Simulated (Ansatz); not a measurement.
# 1T-PbSeTe monolayer in a perpendicular field, part 4 of 4

What dipole does a perpendicular field induce in the 1T-PbSeTe monolayer? A positive field points along +c.

Ansatz 0.2.0; plane-wave DFT, PBE-D4, Ansatz PAW (set soft_1); PAW set soft_1 (the session's first sound run).

So far. Step 18 (Response at this level): The induced dipole is that of a conductor 6.38 Å thick. Step 19 (Same geometry, cutoff 420 eV, functional HSE06): The dipole is 0.0178 e·Å.

### 20. Same geometry, cutoff 420 eV, functional HSE06 (run 2)

Level of this step: plane-wave DFT, HSE06, Ansatz PAW (set soft_1); PAW set soft_1 (Ansatz).

The same run in the opposite field.

input.yaml

```yaml
crystal:
  lattice:
    - [3.8788864731, 0.0, 0.0]
    - [-1.9394432365, 3.3592142241, 0.0]
    - [0.0, 0.0, 22.0037268578]
  atoms:
    - { symbol: Te, position: [0.6666666667, 0.3333333333, 0.4090216198] }
    - { symbol: Pb, position: [0.0, 0.0, 0.5146748763] }
    - { symbol: Se, position: [0.3333333333, 0.6666666667, 0.5909783802] }
kpoints:
  mp_grid: { grid: [6, 6, 1] }
hamiltonian:
  xc: hse06
  pseudopotentials: { kind: paw, azcp: { folder: soft_1 } }
scf:
  occupations: { method: fermi_dirac, width: 0.05 }
  convergence: { dr2_threshold: 1.0e-09 }
efield:
  axis: 3
  dipole_correction: true
  ramp_position: 0.95
  ramp_width: 0.0918
  amplitude: -0.1
output:
  write_potential: true
  write_density: true
  volumetric_format: npy
```

The run is started by

```sh
$ ansatz run input.yaml --threads 4 --pin off --max-ram 6144MiB --backend cpu --events-out ev --progress --plain --runs-dir out
```

Numbers of over 12 decimals in the logs are rounded to 6 here.

Log:

```text
[...]
Crystal: 3 atoms, lattice volume = 286.709 Å³
Basis set: ecut = 420 eV, 5677 PW (Γ)
Bands: 28, of which v1, the nominal top of the filled ones, is band 23 counted from 1 (22 counted from 0)
Symmetry: 6 space group operations
[...]
k-points: 7 of 36 (time reversal used)
[...]
--- Band table (eV; the first three rows and the last of 7) ---
  k-point 0: bands = [... 19 lower, -1.9785, -1.9785, -0.7807, -0.1615, -0.1615, 2.6228]
  k-point 1: bands = [... 19 lower, -3.3914, -2.3630, -2.0687, -0.5561, -0.2699, 2.6200]
  k-point 2: bands = [... 19 lower, -4.2187, -3.0184, -2.9869, -1.3723, -1.1640, 2.2478]
  k-point 6: bands = [... 19 lower, -4.9265, -4.8886, -3.2726, -2.6407, -1.6558, 2.5432]
[...]
[key lines of the parts left out:]
Free energy (F): -24366.918184 eV
Fermi energy:    -1.274839 eV
Dipole field:    D = -0.046877 V/Å  (p = -0.074275 e·Å, saw-weighted, corrected)
```

The job ended after 44 s (4 threads of Arm Neoverse V1, shared host; peak memory 3.6 GiB; 2.6 min of CPU time).

The dipole is -0.0743 e·Å.

### 21. Comparing the runs

Times are for 4 threads of Arm Neoverse V1, shared host. The series side by side:

| no. | functional | field | dipole along the normal (e·Å) | time | memory (GiB) |
| --- | --- | --- | --- | --- | --- |
| 1 | lda | 0.1 V/Å | 0.01986 | 2.5 s | 0.52 |
| 2 | lda | -0.1 V/Å | -0.07272 | 2.6 s | 0.51 |
| 3 | pbe | 0.1 V/Å | 0.01970 | 2.5 s | 0.53 |
| 4 | pbe | -0.1 V/Å | -0.07292 | 2.4 s | 0.52 |
| 5 | r2scan | 0.1 V/Å | 0.01778 | 7.3 s | 1.0 |
| 6 | r2scan | -0.1 V/Å | -0.07406 | 7.3 s | 1.0 |
| 7 | hse06 | 0.1 V/Å | 0.01781 | 44 s | 3.6 |
| 8 | hse06 | -0.1 V/Å | -0.07427 | 44 s | 3.6 |

### 22. Response at this level

This step: plane-wave DFT, HSE06, Ansatz PAW (set soft_1); response to a field along the normal, atoms held; PAW set soft_1 (Ansatz 0.2.0).

The induced dipole is that of a conductor 6.39 Å thick.

### 23. The same run with other settings: scf.lower_state_search = "standard"

This step: plane-wave DFT, PBE-D4, Ansatz PAW (set soft_1) (Ansatz 0.2.0).

A run with a changed input: it repeats the earlier run at 0.03 V/Å with scf.lower_state_search to standard.

input.yaml, the sections that differ from step 20:

```yaml
kpoints:
  mp_grid: { grid: [12, 12, 1] }
  band_path:
    path: [[0, 0, 0], [0.5, 0, 0], [0.33333333, 0.33333333, 0], [0, 0, 0]]
    npoints: 16
hamiltonian:
  xc: pbe
  dispersion: d4
  pseudopotentials: { kind: paw, azcp: { folder: soft_1 } }
scf:
  occupations: { method: fermi_dirac, width: 0.05 }
  convergence: { dr2_threshold: 1.0e-10 }
  lower_state_search: standard
efield:
  axis: 3
  dipole_correction: true
  ramp_position: 0.97
  ramp_width: 0.06
  amplitude: 0.03
# crystal, output: as in step 20
```

Log:

```text
[...]
Crystal: 3 atoms, lattice volume = 286.709 Å³
Basis set: ecut = 420 eV, 5677 PW (Γ)
Bands: 28, of which v1, the nominal top of the filled ones, is band 23 counted from 1 (22 counted from 0)
Symmetry: 6 space group operations
[...]
k-points: 19 of 144 (time reversal used)
[...]
SCF iter   1: F=—  HF=-24358.971754 eV  |F-HF|=—  |Δ(HF+E_count)|=         —  Δρ=1.24e-2  dr2=2.14e0  ethr=3.10e-3  p=0.014 e·Å  D=8.63e-3 V/Å  ΔV_dip=-0.19 eV  dr2_dipole=4.29e-1  V_vac-E_F(+/−)=5.86/5.45 eV  ⟨swp⟩=10.6  Hψ=3157  notcnv=0
[...]
SCF iter  11: F=-24358.747717 eV  HF=-24358.747717 eV  |F-HF|=0.00e0  |Δ(HF+E_count)|=  2.26e-10  Δρ=7.11e-8  dr2=2.23e-11  ethr=1.00e-12  p=-0.012 e·Å  D=-7.53e-3 V/Å  ΔV_dip=0.17 eV  dr2_dipole=1.85e-14  V_vac-E_F(+/−)=5.77/5.00 eV  ⟨swp⟩=4.6  Hψ=1866  notcnv=0
SCF 1 converged in 11 iterations: F = -24358.747717 eV  dr2 = 2.23e-11
[...]
SCF converged after 11 iterations
Free energy (F): -24358.747717 eV
[...]
Internal energy: -24358.721949 eV  (E = F + TS)
E sigma→0 (E₀):  -24358.734833 eV
Entropy (-TS):   -0.025768 eV (-8.589 meV/atom)
Fermi energy:    -1.050297 eV
Dipole field:    D = -0.007530 V/Å  (p = -0.011931 e·Å, saw-weighted, corrected)
Work function:   not extracted (applied field tilts the vacuum); planar V_es + V_field profile in the machine report
[...]
--- Band table (eV; the first three rows and the last of 19) ---
  k-point 0: bands = [... 19 lower, -1.4765, -1.4765, -0.7606, -0.0956, -0.0956, 2.3241, 3.5660, 3.5660, ... 1 higher]
  k-point 1: bands = [... 19 lower, -2.0398, -1.5767, -0.8055, -0.2693, -0.1910, 2.6458, 3.1253, 3.6459, ... 1 higher]
  k-point 2: bands = [... 19 lower, -2.7946, -1.8333, -1.7291, -0.4213, -0.2382, 2.3520, 3.4099, 3.7767, ... 1 higher]
  k-point 18: bands = [... 19 lower, -4.2084, -4.1599, -2.6883, -2.1057, -1.4187, 2.2770, 2.3799, 3.8901, ... 1 higher]
```

Elapsed: 9.2 s, on 4 threads; peak memory 0.61 GiB; 35 s of CPU time.

This step gave:

```yaml
energy_at_zero_smearing: -24358.7348 eV
dipole_along_the_normal: -0.01193 e·Å
```

Electronic bands along the path, in eV, zero at the Fermi level:

| point | band 20 | band 21 | band 22 | band 23 | band 24 | band 25 | band 26 | band 27 |
| --- | --- | --- | --- | --- | --- | --- | --- | --- |
| Γ | -0.43 | -0.43 | 0.29 | 0.95 | 0.95 | 3.37 | 4.62 | 4.62 |
| halfway | -1.98 | -1.38 | -1.10 | 0.36 | 0.43 | 3.11 | 4.61 | 4.85 |
| M | -2.74 | -1.65 | -1.65 | -0.41 | -0.07 | 2.99 | 3.65 | 4.63 |
| halfway | -2.86 | -2.47 | -1.51 | -1.01 | -0.08 | 3.23 | 3.78 | 4.48 |
| K | -3.16 | -3.11 | -1.64 | -1.06 | -0.37 | 3.33 | 3.43 | 4.94 |
| halfway | -2.34 | -1.75 | -1.21 | -0.42 | 0.69 | 3.54 | 3.92 | 4.90 |
| Γ | -0.43 | -0.43 | 0.29 | 0.95 | 0.95 | 3.37 | 4.62 | 4.62 |

| quantity | this run | earlier run | difference |
| --- | --- | --- | --- |
| dipole along the normal (e·Å) | -0.01193 | -0.01193 | 0 |

The dipole moves by under 0.5 % or 5e-5 e·Å.

Of the bands kept, 3 cross the Fermi level on this path.

### 24. Results

- gap without field: none
- work function, upper face: 5.57 eV
- step between the vacuum levels: 0.359 eV
- equivalent conductor thickness, atoms held: 6.43 Å
- equivalent conductor thickness, LDA: 6.43 Å
- equivalent conductor thickness, PBE: 6.43 Å
- equivalent conductor thickness, r2SCAN: 6.38 Å
- equivalent conductor thickness, HSE06: 6.39 Å

What this shows: The induced dipole equals that of a perfect conductor 6.43 Å thick, while the outer atoms lie 4.00 Å apart. The two faces differ: the vacuum level above lies 0.36 eV higher than the one below. Across the functionals the thickness runs from 6.38 to 6.43 Å; those runs use a coarser k-mesh, so they are to be compared with each other. There is no gap over 0.03 eV, with or without the field. Spin-orbit coupling is left out, which matters for the bands of elements this heavy.

[Logs are printed without paths, hosts, clocks, repeated set-up lines and the standing remarks that a program may print on its own settings, such as how far it seeks lower states.]

[Hosts, paths, dates, database ids (printed as entryN), source tags and the programs' standing remarks are cut or masked in the printed files.]

[Maps of the electrostatic potential energy from Ansatz leave out the sawtooth potential of an applied field or a dipole correction, so their vacuum need not be flat; planar profiles and work functions include it.]
